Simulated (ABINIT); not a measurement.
The system is Ga.

```
Ga
1.0
     2.71648    0.00000    0.00000
     0.00000    2.71648    0.00000
     0.00000    0.00000    2.71648
Ga
1
Cartesian
  0.0000 0.0000 0.0000
```

The cell was built by a generator and needn't be a form met in nature.

Base run:

| Quantity | Value |
| --- | --- |
| Program | ABINIT 10.8.3 (patched build) |
| Functional | SCAN |
| Potentials or basis | JTH PAW PBE v2.0 |
| Cutoff | 544 eV |
| k mesh | 10 × 10 × 10 |
| Occupations | fermi-dirac, width 0.05 eV |
| Spin | no spin polarisation |

Its results: band gap on the k mesh none (metal or under the smearing width); pressure -3.2 GPa.

Question: The run is repeated on the same cell with these changes: functional from SCAN to WC. What comes out?

Answer: Band gap on the k mesh none (metal or under the smearing width); pressure -2.7 GPa.

Caveats: the PAW data sets were made with another functional, which shifts forces and pressure a little.
